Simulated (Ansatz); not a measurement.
A trial cell of SiC₂, before relaxation:

```yaml
crystal:
  lattice:
    - [2.08437, 0.00000, 0.00000]
    - [-1.04218, 1.80511, 0.00000]
    - [0.00000, 0.00000, 21.70052]
  atoms:
    - { symbol: Si, position: [0.33333, 0.66667, 0.50000] }
    - { symbol: Si, position: [0.66667, 0.33333, 0.50000] }
    - { symbol: C, position: [0.33333, 0.66667, 0.83333] }
    - { symbol: C, position: [0.33333, 0.66667, 0.16667] }
    - { symbol: C, position: [0.66667, 0.33333, 0.83333] }
    - { symbol: C, position: [0.66667, 0.33333, 0.16667] }
```

Theory: Ansatz, DFT PBE, scalar-relativistic, plane waves, PAW. Cutoff 420 eV, Gaussian smearing, Γ-centred meshes. Cell and atoms relax first on a coarse mesh and then on a finer one. In between, the cell is made exact in the group found at 0.06 Å. In metals the finer mesh still leaves noise of several meV/atom or more. The steps can't lower the symmetry of their start. No spin polarisation in the relaxation; trial moments died out in a coarse test.

A guess keeps its type if space group and coordination stay and the shape of the cell changes little (axis ratios within about 15 %, angles within 6°); the volume may change.

Q: Will the relaxed cell still be of the starting type?

A: It doesn't keep its type. The symmetry stays P6/mmm (No. 191). The volume per atom grows by 54.5 %, from 13.6 to 21.0 Å³. The shortest distance goes from 1.20 Å (C–C and Si–Si) to 1.86 Å (C–C and Si–Si). The ratio c/a of the conventional cell changes by a factor of 0.42. Counting neighbours within 15 % of an atom's shortest distance, the start has C 3, Si 3 and the end C 3, Si 3. In detail, at the end Si is surrounded by 3 Si at 1.86 Å; C has 3 C at 1.86 Å.

```cif
data_structure
_symmetry_space_group_name_H-M 'P 1'
_symmetry_Int_Tables_number 1
_cell_length_a 3.2286
_cell_length_b 3.2286
_cell_length_c 13.9778
_cell_angle_alpha 90.000
_cell_angle_beta 90.000
_cell_angle_gamma 120.000
_cell_volume 126.18
loop_
_atom_site_label
_atom_site_type_symbol
_atom_site_fract_x
_atom_site_fract_y
_atom_site_fract_z
_atom_site_occupancy
Si1 Si 0.33333 0.66667 0.50000 1
Si2 Si 0.66667 0.33333 0.50000 1
C1 C 0.33333 0.66667 0.83609 1
C2 C 0.33333 0.66667 0.16391 1
C3 C 0.66667 0.33333 0.83609 1
C4 C 0.66667 0.33333 0.16391 1
```

Formation energies are uncorrected and refer to the elements' standard structures at the same level.

Q: At what energy does it end?

A: +3.11 eV/atom. The separate elements lie lower, so it is unstable against them.

The last run used a 12×12×4 mesh (in the run's order of axes) for its 6-atom cell and Gaussian smearing of 0.10 eV. Weakly bound directions are ill-defined at this level, which has no dispersion term. The reference form of C is held partly by dispersion forces, which this level lacks. A structure relaxed within its symmetry needn't be a true minimum. Another cell of SiC2 relaxed alike, in P6/mmm, lies 2.79 eV/atom lower, so this cell isn't the stable form at this level.
